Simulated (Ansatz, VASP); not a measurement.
# KCl in VASP and in Ansatz

```
CELL_PARAMETERS angstrom
3.63400 0.00000 0.00000
0.00000 3.63400 0.00000
0.00000 0.00000 3.59766
ATOMIC_POSITIONS crystal
K 0.00000 0.00000 0.00000
Cl 0.50000 0.50000 0.50000
```

Change from the starting cell: zz strain of -1 %, crystal datasets.

Alike in both runs: task electric field gradients; functional PBEsol; k mesh 7 × 7 × 7; occupations fermi-dirac, width 0.01 eV; no spin polarisation.

|  | VASP | Ansatz |
| --- | --- | --- |
| version | VASP 6.6.1 | Ansatz 0.2.0 |
| potentials or method | VASP PAW PBE potentials, release 64 (K_sv, Cl), cutoff 520 eV | all-electron PAW with datasets made for the crystal, scalar-relativistic |

|  | VASP | Ansatz | Ansatz less VASP |
| --- | --- | --- | --- |
| gap on the k mesh at the Fermi level (eV) | 5.41 | 5.42 | +0.005 |
| pressure (GPa) | 2.7 | 2.6 | -0.10 |
| largest component of the traceless stress (GPa) | 0.35 | 0.35 | +0.001 |
| Vzz of the field gradient on the site that differs most (V/Å²) | -2.6 | -2.7 | -0.06 |

Ansatz ran all-electron here, so the differences hold the error of VASP's frozen core and of both bases.

Caveats: the PAW data sets were made with another functional, which shifts forces and pressure a little (VASP); an odd mesh through Γ misses points on the zone boundary, where band edges often lie.
